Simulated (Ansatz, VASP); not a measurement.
Ir in VASP and in Ansatz

```xyz
2
Lattice="0.0000 2.7545 2.7545 2.7545 0.0000 2.7545 2.7545 2.7545 0.0000" Properties=species:S:1:pos:R:3 pbc="T T T"
Ir    2.7545    2.7545    2.7545
Ir    4.1318    4.1318    4.1318
```

Alike in both runs: functional PBEsol; k mesh 6 × 6 × 6; occupations gaussian, width 0.1 eV; no spin polarisation.

Ansatz relaxed the structure, and its values are those at the end. VASP's run is a single point on that final structure, the one shown.

```csv
,VASP,Ansatz
version,VASP 6.6.1,Ansatz 0.2.0
potentials or method,"VASP PAW PBE potentials, release 64 (Ir)","scalar-relativistic, plane waves, PAW"
plane-wave cutoff (eV),520,420
valence electrons in the cell,18,34
```

```csv
,VASP,Ansatz,Ansatz less VASP
gap on the k mesh at the Fermi level (eV),none,none,-
pressure (GPa),-0.3,0.0,+0.30
```

A gap of «none» marks a metal or a gap that the smearing closes. With one functional, cell and mesh, what is left measures potentials, basis and numerics. The two sets of potentials don't hold the same shells in valence.

Caveats: the PAW data sets were made with another functional, which shifts forces and pressure a little (VASP). The runs have no spin-orbit coupling, so splittings on Ir are missing.
